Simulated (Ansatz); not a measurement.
# SrO: the cost of one run

Method: DFT LDA, scalar-relativistic, in Ansatz 0.2.0.

## 1. The starting structure

Symmetry: Fm-3m, No. 225, cubic system. Conventional cell: a = 5.140 Å, b = 5.140 Å, c = 5.140 Å, α = 90.00°, β = 90.00°, γ = 90.00°. Sr (site symmetry m-3m) is surrounded by 6 O at 2.57 Å. O (site symmetry m-3m) has 6 Sr at 2.57 Å as nearest neighbours.

Coordinates:

```
CELL_PARAMETERS angstrom
0.00000 2.56980 2.56980
2.56980 0.00000 2.56980
2.56980 2.56980 0.00000
ATOMIC_POSITIONS crystal
Sr 0.00000 0.00000 0.00000
O 0.50000 0.50000 0.50000
```

Atoms are numbered in the order of the input: Sr1, O2.

## 2. The deformed structure

Space group Fm-3m before, I4/mmm after.

## 3. LAPW, all electrons

File input.yaml:

```yaml
crystal:
  lattice:
    - [0.0, 2.544102, 2.5698]
    - [2.544102, 0.0, 2.5698]
    - [2.544102, 2.544102, 0.0]
  atoms:
    - { symbol: Sr, position: [0.0, 0.0, 0.0] }
    - { symbol: O, position: [0.5, 0.5, 0.5] }
kpoints:
  mp_grid: { grid: [8, 8, 8] }
  band_path:
    path:
      - [0.0, 0.0, 0.0]
      - [0.0, 0.5, 0.5]
      - [0.25, 0.75, 0.5]
      - [0.0, 0.5, 0.0]
      - [0.0, 0.0, 0.0]
      - [0.5, 0.5, 0.0]
      - [0.3725125, 0.6274875, 0.0]
      - [-0.3725125, 0.3725125, 0.0]
      - [0.0, 0.0, 0.0]
    npoints: 5
scf:
  occupations: { method: fermi_dirac, width: 0.02 }
hamiltonian:
  xc: lda
  pseudopotentials: { kind: all_electron, lapw: { basis_error: 0.00025 } }
output:
  forces: true
  stress: true
  eigenvalues: true
```

Started as:

```
> ansatz run input.yaml --threads 1 --pin off --max-ram 3072MiB --backend cpu --events-out ev --progress --plain --runs-dir out
```

**Question.** How long does this run take on 1 thread of Intel Xeon Platinum 8488C (Sapphire Rapids), shared host, and how much memory does it need?

About 9.1 s, with a peak of 0.37 GiB.
